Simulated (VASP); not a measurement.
# Zn, self-consistent run: which settings are enough?

Zn, Fm-3m (no. 225), 1 atom in the cell. PBE; PAW potentials Zn (PBE set). VASP 6.6.1.

Wanted: energy within 0.2 meV/atom; Fermi level within 0.005 eV.

What the run is for: comparing ways to start; Accuracy asked: tight.

POSCAR:
```
Zn
1.0
    0.0000000000      1.9647760000      1.9647760000
    1.9647760000      0.0000000000      1.9647760000
    1.9647760000      1.9647760000      0.0000000000
Zn
1
Direct
    0.0000000000      0.0000000000      0.0000000000
```

## How the run starts (with a second run first, the time holds both)

| How the run starts (with a second run first, the time holds both) | Energy less reference (meV/atom) | Fermi level (eV) | Time (s) |
|---|---|---|---|
| from scratch: 10 SCF iterations | 0.00 | 3.1088 | 5.2 |
| density of a coarse mesh (ICHARG 1): 10 + 9 SCF iterations | 0.00 | 3.1089 | 6.4 |
| orbitals of a lower cutoff (ISTART 1): 10 + 5 SCF iterations | 0.00 | 3.1089 | 5.9 |
| orbitals of a loose run: 9 + 2 SCF iterations | 0.00 | 3.1088 | 4.8 |

Chosen: from scratch: 10 SCF iterations; no other choice that stays within half of the tolerance saves 30 % of the time.

The chosen settings are those of the reference run.

## The input

INCAR:
```
SYSTEM = Zn
ALGO = Normal
EDIFF = 1E-6
ENCUT = 400
GGA = PE
GGA_COMPAT = .FALSE.
ISIF = 2
ISMEAR = 1
LASPH = .TRUE.
LCHARG = .FALSE.
LREAL = .FALSE.
LWAVE = .FALSE.
NELM = 120
PREC = Accurate
SIGMA = 0.1
```

KPOINTS:
```
k-points
0
Gamma
  14 14 14
```

Commands:
```
cat potpaw_PBE.64/Zn/POTCAR > POTCAR
mpirun -np 1 vasp_std > vasp.out
```

The chosen input took VASP 6.6.1 5.2 s on 1 core (Intel Xeon Platinum 8488C (Sapphire Rapids)), a shared host.

## An input that fails: restart asked without its files

VASP's message: ERROR: charge density could not be read from file CHGCAR for ICHARG>10.

Changes against the starting input:
```
- NELM = 120
+ NELM = 60
+ ICHARG = 11
```
